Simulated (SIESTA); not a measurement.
## Os under changes of volume

One of the cells (14.262 Å³/atom); the others are scaled copies at fixed shape and fractional positions:

```
CELL_PARAMETERS angstrom
2.75221 0.00000 0.00000
-1.37610 2.38348 0.00000
0.00000 0.00000 4.34831
ATOMIC_POSITIONS crystal
Os 0.66667 0.33333 0.75000
Os 0.33333 0.66667 0.25000
```

* Program: SIESTA 5.4.2
* Functional: PBEsol
* Potentials or basis: PseudoDojo 0.4 standard (PBEsol files)
* Basis: DZP (energy shift 0.003 Ry; two zetas on semicore shells)
* Grid cutoff: 800 Ry
* Energy shift: 0.003 Ry
* k mesh: 11 × 11 × 6
* Occupations: fermi-dirac, width 0.05 eV
* Spin: no spin polarisation

```tsv
volume (Å³/atom)	energy over the lowest point (meV/atom)	pressure (GPa)
13.143	?	?
13.423	37.59	22.3
13.703	8.32	11.6
14.262	0.00	-6.0
14.542	17.11	-13.4
14.821	46.74	-20.2
```

Q: What does the run at 13.143 Å³/atom give?

A: Energy over the lowest point 86.75 meV/atom; pressure 34.4 GPa.

Worked out: A Birch-Murnaghan fit of order 3 (a polynomial in V^(-2/3)) to the other rows has its minimum at 14.05 Å³/atom with B0 = V·E''(V) = 431 GPa and B' = 4.6 at fixed shape and positions, which overstates the stiffness. It gives 86.15 meV/atom at 13.143 Å³/atom, against the run's 86.75, and -dE/dV = 33.8 GPa, against 34.4.

Energies are extrapolated to zero smearing.

Caveats: short orbitals over semicore shells can move pressures by several GPa; the basis of atomic orbitals isn't converged, which shifts pressures, moduli and gaps.
